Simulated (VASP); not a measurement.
A run of VASP 6.6.1 is set up as follows.

File INCAR:

```
ALGO = Normal ; EDIFF = 1E-6
ENCUT = 520 ; GGA = PE
GGA_COMPAT = F ; ISIF = 2
ISMEAR = 0 ; LASPH = T
LCHARG = F ; LMAXMIX = 4
LORBIT = 11 ; LORBMOM = T
LREAL = F ; LSORBIT = T
LWAVE = F ; MAGMOM = 0 0 0
NBANDS = 21 ; NELM = 150
PREC = Accurate ; SIGMA = 0.05
```

The input KPOINTS:

```
k-points
0
Gamma
  18 18 18
```

The input POSCAR:

```
Pt
1.0
   -1.5821898919      1.5821898919      1.5821898919
    1.5821898919     -1.5821898919      1.5821898919
    1.5821898919      1.5821898919     -1.5821898919
Pt
1
Direct
    0.0000000000      0.0000000000      0.0000000000
```

Potentials or basis: VASP PAW PBE potentials, release 64 (Pt).

Run with:

```bash
$ cat potpaw_PBE.64/Pt/POTCAR > POTCAR
$ mpirun -np 1 vasp_ncl > vasp.out
```

**Question.** What does it give for the net moment?

**Answer.** 0.00 μB per cell.

**Question.** Predict the pressure.

**Answer.** -0.2 GPa.

Moments on the atoms (μB; x, y, z):
```
Pt  0.00 0.00 0.00
```
